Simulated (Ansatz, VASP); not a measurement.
Two plane-wave programs on SnO2

The input INCAR:

```
SYSTEM = SnO2
  ALGO = Normal
  EDIFF = 1E-6
  ENCUT = 520
  GGA = PS
  ISIF = 2
  ISMEAR = 0
  LASPH = .True.
  LCHARG = .False.
  LREAL = .False.
  LWAVE = .False.
  NBANDS = 20
  NELM = 100
  PREC = Accurate
  SIGMA = 0.05
```

Contents of KPOINTS:

```
k-points
0
Gamma
  12 12 12
  0 0 0
```

POSCAR

```
SnO2
1.0
    1.5613801911      0.9014632736      4.2894384516
   -1.5613801911      0.9014632736      4.2894384516
    0.0000000000     -1.8029265473      4.2894384516
Sn O
1 2
Direct
    0.5000000000      0.5000000000      0.5000000000
    0.2477865012      0.2477865012      0.2477865012
    0.7522134988      0.7522134988      0.7522134988
```

Input for Ansatz:

```yaml
crystal:
  lattice:
    - [1.5613801911, 0.9014632736, 4.2894384516]
    - [-1.5613801911, 0.9014632736, 4.2894384516]
    - [0.0, -1.8029265473, 4.2894384516]
  atoms:
    - { symbol: Sn, position: [0.5, 0.5, 0.5] }
    - { symbol: O, position: [0.2477865012, 0.2477865012, 0.2477865012] }
    - { symbol: O, position: [0.7522134988, 0.7522134988, 0.7522134988] }
basis:
  ecutwfc: 520.0
kpoints:
  mp_grid: { grid: [12, 12, 12] }
hamiltonian:
  xc: pbesol
  pseudopotentials: { kind: paw, azcp: { folder: soft_1 } }
scf:
  occupations: { method: gaussian, width: 0.05 }
output:
  forces: true
  stress: true
  eigenvalues: true
```

Alike in both runs: task single point; functional PBEsol; k mesh 12 × 12 × 12; occupations gaussian, width 0.05 eV; no spin polarisation.

|  | VASP | Ansatz |
| --- | --- | --- |
| version | VASP 6.6.1 | Ansatz 0.2.0 |
| potentials or method | VASP PAW PBE potentials, release 64 (Sn_d, O) | scalar-relativistic, plane waves, PAW |
| plane-wave cutoff (eV) | 520 | 520 |
| valence electrons in the cell | 26 | 26 |

```tsv
	VASP	Ansatz	Ansatz less VASP
gap on the k mesh at the Fermi level (eV)	1.99	2.01	+0.019
least direct gap on the mesh (eV)	1.99	2.01	+0.019
pressure (GPa)	8.9	8.0	-0.91
largest component of the traceless stress (GPa)	7.74	7.23	-0.502
rms of the force components (eV/Å)	0.136	0.170	+0.0342
```

Atom by atom the forces differ by 0.034 eV/Å (rms over components). Ansatz warned: «pseudo_functional_mismatch».

Caveats: the PAW data sets were made with another functional, which shifts forces and pressure a little (VASP); spin-orbit coupling is left out, which moves the levels of the heavy elements. A k mesh can miss the band edges.
